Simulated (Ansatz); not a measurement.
Crystal: TiNi.

```xyz
4
Lattice="3.8219 0.0000 0.0000 0.0000 3.8219 0.0000 0.0000 0.0000 3.6362" Properties=species:S:1:pos:R:3 pbc="T T T"
Ni    0.0000    0.0000    0.0000
Ni    1.9110    1.9110    0.0000
Ti    1.9110    0.0000    1.8879
Ti    0.0000    1.9110    1.7483
```

The cell comes from a database or a generator and needn't be the stable form of this composition.

Base run:

| Quantity | Value |
| --- | --- |
| Program | Ansatz 0.2.0 |
| Functional | LDA |
| Potentials or basis | all-electron LAPW, scalar-relativistic |
| Cutoff | 258 eV |
| Density cutoff | 1030 eV |
| Basis error allowed | 0.002 eV/atom |
| k mesh | 7 × 7 × 7 |
| Occupations | fermi-dirac, width 0.05 eV |
| Spin | collinear spin, ferromagnetic start |
| Starting moments | [1.0, 1.0, 1.0, 1.0] μB |

Its results: pressure -10.9 GPa; net moment 0.00 μB per cell; largest force 0.060 eV/Å.

**Question.** The run is repeated on the same cell with these changes: functional from LDA to PBEsol. What comes out?

**Answer.** Pressure -5.2 GPa; net moment 0.00 μB per cell; largest force 0.099 eV/Å.

PBEsol binds less tightly than LDA, so the same cell stands under more pressure.

Not every run made on this cell is shown here.
